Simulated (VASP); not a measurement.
# Zr (P6/mmm) in VASP: relaxation of cell and atoms with r2SCAN

Aim: the relaxation of cell and atoms of Zr with r2SCAN.

Everything below comes from runs of VASP 6.6.1. Logs are shortened: lines on timing, memory, paths and dates and some standing lists are left out, and cuts for length are marked.

## Step 1: Starting point

The structure is hexagonal, space group P6/mmm (No. 191). Conventional cell: a = 5.033 Å, b = 5.033 Å, c = 3.132 Å, α = 90.00°, β = 90.00°, γ = 120.00°. Around Zr (site symmetry -6m2) lie 11 Zr at 2.91 to 3.30 Å. Zr (site symmetry 6/mmm) has 14 Zr at 3.13 to 3.30 Å as nearest neighbours.

The cell was built by a generator and needn't be a form met in nature.

## Step 2: Relaxation of cell and atoms, r2SCAN

Contents of INCAR:

```
SYSTEM = Zr
PREC = Accurate
ENCUT = 600
EDIFF = 1E-7
ISMEAR = 0
SIGMA = 0.1
LREAL = .FALSE.
LASPH = .TRUE.
NELM = 60
ALGO = Normal
ISIF = 3
LWAVE = .FALSE.
LCHARG = .FALSE.
METAGGA = R2SCAN
LMIXTAU = .TRUE.
IBRION = 2
NSW = 80
EDIFFG = -0.004
```

Contents of KPOINTS:

```
regular mesh
0
G
  9 9 10
  0 0 0
```

Contents of POSCAR:

```
Zr
1.0
    5.0328000000      0.0000000000      0.0000000000
   -2.5164000000      4.3585326500      0.0000000000
    0.0000000000      0.0000000000      3.1324000000
Zr
3
Direct
    0.6666666700      0.3333333300      0.5000000000
    0.3333333300      0.6666666700      0.5000000000
    0.0000000000      0.0000000000      0.0000000000
```

Potentials or basis: VASP PAW PBE potentials, release 64 (Zr_sv).

Command:

```sh
$ cat potpaw_PBE.64/Zr_sv/POTCAR > POTCAR
$ mpirun -np 1 vasp_std > vasp.out
```

OUTCAR:

```text
SYSTEM = Zr
   PREC = Accurate
   ENCUT = 600
   EDIFF = 1E-7
   ISMEAR = 0
   LREAL = .FALSE.
   LASPH = .TRUE.
   NELM = 60
   ISIF = 3
   METAGGA = R2SCAN
   IBRION = 2
   NSW = 80
   EDIFFG = -0.004

 ion  position               nearest neighbor table
   1  0.667  0.333  0.500-   2 2.91   2 2.91   2 2.91   3 3.30   3 3.30   3 3.30   3 3.30   3 3.30
                             3 3.30
   2  0.333  0.667  0.500-   1 2.91   1 2.91   1 2.91   3 3.30   3 3.30   3 3.30   3 3.30   3 3.30
                             3 3.30
   3  0.000  0.000  0.000-   1 3.30   2 3.30   1 3.30   2 3.30   2 3.30   2 3.30   1 3.30   1 3.30
                             1 3.30   1 3.30   2 3.30   2 3.30

  LATTYP: Found a hexagonal cell.
 ALAT       =     5.0328000000
 C/A-ratio  =     0.6223970752

  Lattice vectors:

 A1 = (   5.0328000000,   0.0000000000,   0.0000000000)
 A2 = (  -2.5164000000,   4.3585326500,   0.0000000000)
 A3 = (   0.0000000000,   0.0000000000,   3.1324000000)

Analysis of symmetry for initial positions (statically):
=====================================================================
 Subroutine PRICEL returns:
 Original cell was already a primitive cell.

 Routine SETGRP: Setting up the symmetry group for a
 hexagonal supercell.

 Subroutine GETGRP returns: Found 24 space group operations
 (whereof 24 operations were pure point group operations)
 out of a pool of 24 trial point group operations.

The static configuration has the point symmetry D_6h.

Analysis of symmetry for dynamics (positions and initial velocities):
=====================================================================
 Subroutine PRICEL returns:
 Original cell was already a primitive cell.

 Routine SETGRP: Setting up the symmetry group for a
 hexagonal supercell.

 Subroutine GETGRP returns: Found 24 space group operations
 (whereof 24 operations were pure point group operations)
 out of a pool of 24 trial point group operations.

The dynamic configuration has the point symmetry D_6h.

 Subroutine INISYM returns: Found 24 space group operations
 (whereof 24 operations are pure point group operations),
 and found     1 'primitive' translations

----------------------------------------------------------------------------------------

                                     Primitive cell

  volume of cell :      68.7111

  direct lattice vectors                    reciprocal lattice vectors
     5.032800000  0.000000000  0.000000000     0.198696551  0.114717507  0.000000000
    -2.516400000  4.358532650  0.000000000     0.000000000  0.229435014  0.000000000
     0.000000000  0.000000000  3.132400000     0.000000000  0.000000000  0.319244030

  length of vectors
     5.032800000  5.032799998  3.132400000     0.229435014  0.229435014  0.319244030

  position of ions in fractional coordinates (direct lattice)
     0.666666670  0.333333330  0.500000000
     0.333333330  0.666666670  0.500000000
     0.000000000  0.000000000  0.000000000

  ion indices of the primitive-cell ions
   primitive index   ion index
                 1           1
                 2           2
                 3           3

----------------------------------------------------------------------------------------

 KPOINTS: regular mesh

Automatic generation of k-mesh.
 Grid dimensions read from file:
 generate k-points for:    9    9   10

 Generating k-lattice:

  Cartesian coordinates                     Fractional coordinates (reciprocal lattice)
     0.022077395  0.012746390  0.000000000     0.111111111 -0.000000000  0.000000000
     0.000000000  0.025492779  0.000000000     0.000000000  0.111111111  0.000000000
     0.000000000  0.000000000  0.031924403     0.000000000  0.000000000  0.100000000

  Length of vectors
     0.025492779  0.025492779  0.031924403

  Shift w.r.t. Gamma in fractional coordinates (k-lattice)
     0.000000000  0.000000000  0.000000000

 Subroutine IBZKPT returns following result:
 ===========================================

 Found     72 irreducible k-points:

 Following reciprocal coordinates:
            Coordinates               Weight
  0.000000  0.000000  0.000000      1.000000
  0.111111  0.000000  0.000000      6.000000
  0.222222  0.000000  0.000000      6.000000
  0.333333  0.000000  0.000000      6.000000
  0.444444  0.000000  0.000000      6.000000
  0.111111  0.111111  0.000000      6.000000
[... 16 lines left out ...]
  0.333333  0.222222  0.100000     24.000000
  0.333333  0.333333  0.100000      4.000000
 [... further k-points ...]
   k-points           NKPTS =     72   k-points in BZ     NKDIM =     72   number of bands    NBANDS=     22
   number of dos      NEDOS =    301   number of ions     NIONS =      3
   total plane-waves  NPLWV =  44800
   dimension x,y,z NGX =    40 NGY =   40 NGZ =   28
   dimension x,y,z NGXF=    80 NGYF=   80 NGZF=   56
   ions per type =               3
   NGX,Y,Z   is equivalent  to a cutoff of  13.21, 13.21, 14.86 a.u.
   NGXF,Y,Z  is equivalent  to a cutoff of  26.43, 26.43, 29.72 a.u.
 SYSTEM =  Zr
   PREC   = accura    normal or accurate (medium, high low for compatibility)
   ISTART =      0    job   : 0-new  1-cont  2-samecut
   ICHARG =      2    charge: 1-file 2-atom 10-const
   ISPIN  =      1    spin polarized calculation?
   LNONCOLLINEAR =      F non collinear calculations
   LSORBIT =      F    spin-orbit coupling
   LASPH  =      T    aspherical Exc in radial PAW
   ENCUT  =  600.0 eV  44.10 Ry    6.64 a.u.  10.05 10.05  6.26*2*pi/ulx,y,z
   NELM   =     60;   NELMIN=  2; NELMDL= -5     # of ELM steps
   EDIFF  = 0.1E-06   stopping-criterion for ELM
   LREAL  =      F    real-space projection
   EDIFFG = -.4E-02   stopping-criterion for IOM
   NSW    =     80    number of steps for IOM
   IBRION =      2    ionic relax: 0-MD 1-quasi-New 2-CG
   NFREE  =      1    steps in history (QN), initial steepest desc. (CG)
   ISIF   =      3    stress and relaxation
   ISYM   =      2    0-nonsym 1-usesym 2-fastsym
   POTIM  = 0.5000    time-step for ionic-motion
   TEBEG  =    0.0;   TEEND  =   0.0 temperature during run
   PSTRESS=    0.0 pullay stress
   NELECT =      36.0000    total number of electrons
   NUPDOWN=      -1.0000    fix difference up-down
   EMIN   =  10.00;   EMAX   =-10.00  energy-range for DOS
   EFERMI =   0.00;   METHOD = LEGACY
   ISMEAR =     0;   SIGMA  =   0.10  broadening in eV -4-tet -1-fermi 0-gaus
   EFERMI_NEDOS =   21; number of points for ismear=-14 and -15
   IALGO  =     38    algorithm
   IMIX   =      4    mixing-type and parameters
     AMIX     =   0.40;   BMIX     =  1.00
     AMIX_MAG =   1.60;   BMIX_MAG =  1.00
  volume/ion in A,a.u.               =      22.90       154.56
  Fermi-wavevector in a.u.,A,eV,Ry     =   1.319775  2.494013 23.698714  1.741806
  Thomas-Fermi vector in A             =   2.449649
   LORBIT       =      0    0 simple, 1 ext, 2 COOP (PROOUT), +10 PAW based schemes
   METAGGA = R2SCAN    functional components
   LHFCALC =     F    Hartree Fock is set to
   AEXX    =    0.0000 exact exchange contribution
   IVDW    =     0    specifies the selected vdW correction
   LEPSILON=     F    determine dielectric tensor
   LRPA    =     F    only Hartree local field effects (RPA)
 conjugate gradient relaxation of ions
 non-spin polarized calculation
 Gauss-broadening in eV      SIGMA  =   0.10
  energy-cutoff  :      600.00
  volume of cell :       68.71
 maximum number of plane-waves:      2328
   NGX = 21   NGY = 21   NGZ = 13

--------------------------------------- Ionic step        1  -------------------------------------------

 number of electron      36.0000000 magnetization

 Free energy of the ion-electron system (eV)
  ---------------------------------------------------
  ext. energy  EPLUGINS =         0.00000000
  ---------------------------------------------------
  free energy    TOTEN  =       -68.28905975 eV

  energy without entropy =      -68.27853336  energy(sigma->0) =      -68.28379656

------------------------ aborting loop because EDIFF is reached ----------------------------------------

  FORCE on cell =-STRESS in cart. coord.  units (eV):
  Direction    XX          YY          ZZ          XY          YZ          ZX
  --------------------------------------------------------------------------------------
  -------------------------------------------------------------------------------------
  Total        0.3152538      0.3152538      0.7930053      0.0000000      0.0000000      0.0000000
  in kB        7.3509548      7.3509548     18.4909612      0.0000000      0.0000000      0.0000000
  external PRESSURE =      11.0642903 kB  Pullay stress =       0.0000000 kB

 VOLUME and BASIS-vectors are now :
 -----------------------------------------------------------------------------
  energy-cutoff  :      600.00
  volume of cell :       68.71
      direct lattice vectors                 reciprocal lattice vectors
     5.032800000  0.000000000  0.000000000     0.198696551  0.114717507  0.000000000
    -2.516400000  4.358532650  0.000000000     0.000000000  0.229435014  0.000000000
     0.000000000  0.000000000  3.132400000     0.000000000  0.000000000  0.319244030
[... 75 lines left out ...]
 POSITION                                       TOTAL-FORCE (eV/Angst)
 -----------------------------------------------------------------------------------
      2.52299      1.45665      1.57652         0.000000      0.000000      0.000000
     -0.00000      2.91330      1.57652        -0.000000     -0.000000      0.000000
      0.00000      0.00000      0.00000         0.000000      0.000000      0.000000
 -----------------------------------------------------------------------------------
    total drift:                                0.000000     -0.000000      0.000000

  FREE ENERGIE OF THE ION-ELECTRON SYSTEM (eV)
  ---------------------------------------------------
  free  energy   TOTEN  =       -68.2924785269 eV

  energy  without entropy=      -68.2825939732  energy(sigma->0) =      -68.28753625

--------------------------------------- Ionic step        4  -------------------------------------------

 number of electron      36.0000000 magnetization

 Free energy of the ion-electron system (eV)
  ---------------------------------------------------
  ext. energy  EPLUGINS =         0.00000000
  ---------------------------------------------------
  free energy    TOTEN  =       -68.29263141 eV

  energy without entropy =      -68.28292180  energy(sigma->0) =      -68.28777661

 E-fermi :   9.0005     XC(G=0): -11.9832

 val. band max:        8.9724163471   @ k =   0.3333   0.2222   0.0000
 cond. band min:       9.0099400600   @ k =   0.4444   0.1111   0.3000
 fundamental gap:      0.0375237129
 Fermi energy:         9.0004767668

 k-point     1 :       0.0000    0.0000    0.0000
  band No.  band energies     occupation
      1     -41.6260      2.00000
      2     -41.3575      2.00000
      3     -41.1573      2.00000
      4     -19.0840      2.00000
      5     -19.0840      2.00000
      6     -19.0620      2.00000
[... 14 lines left out ...]
     21      10.7894      0.00000
     22      10.7894      0.00000
[... 552 lines left out ...]
  band No.  band energies     occupation
      1     -41.5992      2.00000
      2     -41.2639      2.00000
      3     -41.2639      2.00000
      4     -19.2011      2.00000
      5     -19.1065      2.00000
      6     -19.1065      2.00000
[... 14 lines left out ...]
     21       9.3650      0.00000
     22      10.6617      0.00000

 [... further k-points ...]

------------------------ aborting loop because EDIFF is reached ----------------------------------------

  FORCE on cell =-STRESS in cart. coord.  units (eV):
  Direction    XX          YY          ZZ          XY          YZ          ZX
  --------------------------------------------------------------------------------------
  -------------------------------------------------------------------------------------
  Total        0.0094762      0.0094762     -0.0113687      0.0000000      0.0000000      0.0000000
  in kB        0.2186053      0.2186053     -0.2622616      0.0000000      0.0000000      0.0000000
  external PRESSURE =       0.0583163 kB  Pullay stress =       0.0000000 kB

 VOLUME and BASIS-vectors are now :
 -----------------------------------------------------------------------------
  energy-cutoff  :      600.00
  volume of cell :       69.45
      direct lattice vectors                 reciprocal lattice vectors
     5.039656381  0.000000000  0.000000000     0.198426227  0.114561436  0.000000000
    -2.519828191  4.364470450 -0.000000000     0.000000000  0.229122871  0.000000000
    -0.000000000  0.000000000  3.157574603    -0.000000000  0.000000000  0.316698772

 POSITION                                       TOTAL-FORCE (eV/Angst)
 -----------------------------------------------------------------------------------
      2.51983      1.45482      1.57879        -0.000000      0.000000      0.000000
     -0.00000      2.90965      1.57879         0.000000     -0.000000     -0.000000
      0.00000      0.00000      0.00000        -0.000000      0.000000      0.000000
 -----------------------------------------------------------------------------------
    total drift:                                0.000000     -0.000000      0.000000

  FREE ENERGIE OF THE ION-ELECTRON SYSTEM (eV)
  ---------------------------------------------------
  free  energy   TOTEN  =       -68.2926314139 eV

  energy  without entropy=      -68.2829217983  energy(sigma->0) =      -68.28777661

 reached required accuracy - stopping structural energy minimisation
```

It took 45 min on 1 thread of Intel Xeon Platinum 8375C at 2.90GHz (Ice Lake), shared host; peak memory 0.29 GiB.

What came out:

| Quantity | Value |
| --- | --- |
| Free energy | -68.2926 eV |
| Relaxed volume | 23.15 Å³/atom |
| Relaxed cell | a = 5.040 Å, b = 5.040 Å, c = 3.158 Å, α = 90.00°, β = 90.00°, γ = 120.00° |
| Space group after relaxing (to 0.05 Å) | P6/mmm (No. 191) |
| Energy gained by relaxing | 1.2 meV/atom |
| Ionic steps | 4 |
| Pressure after relaxing | 0.0 GPa |
| Band gap on the k mesh | none (metal or under the smearing width) |

The path:
```tsv
step	energy change (eV)	largest force (eV/Å)	pressure (GPa)	volume (Å³)
1	0.0000	0.0000	1.11	68.71
2	-0.0005	0.0000	-1.17	70.29
3	-0.0034	0.0000	-0.09	69.53
4	-0.0036	0.0000	0.01	69.45
```

Final structure:
```cif
data_structure
_symmetry_space_group_name_H-M 'P 1'
_symmetry_Int_Tables_number 1
_cell_length_a 5.0397
_cell_length_b 5.0397
_cell_length_c 3.1576
_cell_angle_alpha 90.000
_cell_angle_beta 90.000
_cell_angle_gamma 120.000
_cell_volume 69.45
loop_
_atom_site_label
_atom_site_type_symbol
_atom_site_fract_x
_atom_site_fract_y
_atom_site_fract_z
_atom_site_occupancy
Zr1 Zr 0.66667 0.33333 0.50000 1
Zr2 Zr 0.33333 0.66667 0.50000 1
Zr3 Zr 0.00000 0.00000 0.00000 1
```

Caveat: the PAW data sets were made with another functional, which shifts forces and pressure a little.
